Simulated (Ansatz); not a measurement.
Runs of Ansatz 0.2.0 on C. Symmetry: P6_3/mmc, No. 194, hexagonal system. The conventional cell has a = 2.522 Å, b = 2.522 Å, c = 8.237 Å, α = 90.00°, β = 90.00°, γ = 120.00°. C (site symmetry 3m) is surrounded by 4 C at 1.54 Å. C (site symmetry 3m) is surrounded by 4 C at 1.54 Å. This is a hexagonal form of diamond, not graphite.

| task | level | potentials or basis | cell | cutoff (eV) | gap on the mesh (eV) | pressure (GPa) | V0 of scaled cells (Å³/atom) | relaxed volume (Å³/atom) | B0 (GPa) |
| --- | --- | --- | --- | --- | --- | --- | --- | --- | --- |
| equation of state | LDA | JTH PAW LDA | as given | 780 | - | - | (c) | - | 469 |
| relaxation of cell and atoms | PBEsol+D4 | Ansatz PAW | relaxed | 420 | 4.45 | 0.0 | - | (a) | - |
| relaxation of cell and atoms | SVWN5 | Ansatz PAW | relaxed | 420 | 4.59 | 0.0 | - | 5.51 | - |
| equation of state | BLYP+D4 | Ansatz PAW | as given | 420 | - | - | (b) | - | 426 |

Alike in all rows: no spin polarisation; k mesh 12 × 12 × 4; smearing fermi-dirac 0.05 eV.

Q: Estimate the missing entries.

A: (a) 5.58; (b) 5.68; (c) 5.50.

Caveats: the cell was scaled at fixed shape and fractional positions, which overstates the stiffness of a crystal with free parameters, most of all of layers and chains (some runs); the plane-wave basis is chosen anew once the cell has moved, so the energies of steps on either side of that aren't comparable (some runs); the PAW data sets come from PBE, with cores solved anew for the run's functional, which leaves a small shift of forces and pressure (some runs); the potentials were made for another functional, which shifts forces and pressure (some runs).

A k mesh can miss the band edges.

Runs at the PBE level aren't shown here.
